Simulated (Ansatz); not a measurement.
# BaTiO₃: moving Ba off its site

BaTiO₃, Pm-3m, a = 3.994 Å. The structure is a COD entry; whether it is the stable form wasn't checked. Ansatz: r2SCAN, PAW, 500 eV, Γ-centred 8×8×8 mesh on 5 atoms, Gaussian smearing 0.05 eV; no spin polarisation.

```
CELL_PARAMETERS angstrom
3.99404 0.00000 0.00000
0.00000 3.99404 0.00000
0.00000 0.00000 3.99404
ATOMIC_POSITIONS crystal
Ba 0.50000 0.50000 0.50000
Ti 0.00000 0.00000 0.00000
O 0.50000 0.00000 0.00000
O 0.00000 0.50000 0.00000
O 0.00000 0.00000 0.50000
```

Atom 1 (Ba) moves by x along the unit vector (0.707, -0.707, 0.000), with its periodic images; all else is held. y is the free energy of the cell over the start, F the force along the path summed over the moved atoms. Symmetry makes y even in x.

| x (Å) | y (meV) | F (eV/Å) |
| --- | --- | --- |
| -0.200 | 139.4 | 1.44 |
| -0.100 | 34.0 | 0.69 |
| 0.000 | 0.0 | 0.00 |
| 0.050 | ? | ? |
| 0.125 | 53.3 | -0.86 |
| 0.150 | 77.2 | -1.05 |
| 0.175 | 105.9 | -1.24 |

Fit y = c2 x² + c4 x⁴ to the energies of the other rows, give the force constant, and predict energy and force of the missing row.

Least squares on the rows shown. y = 3366 x² + 2988 x⁴. The force constant is 2 c2 = 6.73 eV/Å² (for all images moving together, not for a lone atom). The force −dy/dx at the missing row is -0.34 eV/Å (computed -0.34). At x = 0.050 the fit asked for gives 8.4 meV. The run gave 8.4 meV, the same to the digits shown.

Symmetry holds off the tilts and polar distortions that many cubic perovskites undergo.

Cost: 7 runs of about 5.5 core-minutes in all, on AMD EPYC (Zen 3) (shared hosts).

Ba sits in a single, almost harmonic well: energy rises on both sides of the cage centre, and the quartic term remains a small correction even at the largest displacement. The path points straight at one of the twelve oxygen neighbours, so the positive quartic term probably reflects the steepening closed-shell repulsion between Ba²⁺ and O²⁻. Ba is a large, mainly ionic cation that fills its cage well and lacks the lone pair that helps drive Pb off-centre in related perovskites.

This restoring force doesn't conflict with the well-known ferroelectricity of BaTiO₃, which comes mainly from Ti moving against O, aided by Ti 3d–O 2p hybridisation and long-range dipole interactions. Cubic symmetry makes the harmonic stiffness the same in every direction, but the quartic term may differ along other axes. A positive curvature for Ba alone is only a diagonal part of the force-constant matrix, and coupled motion of Ba, Ti and O can still lower the energy.
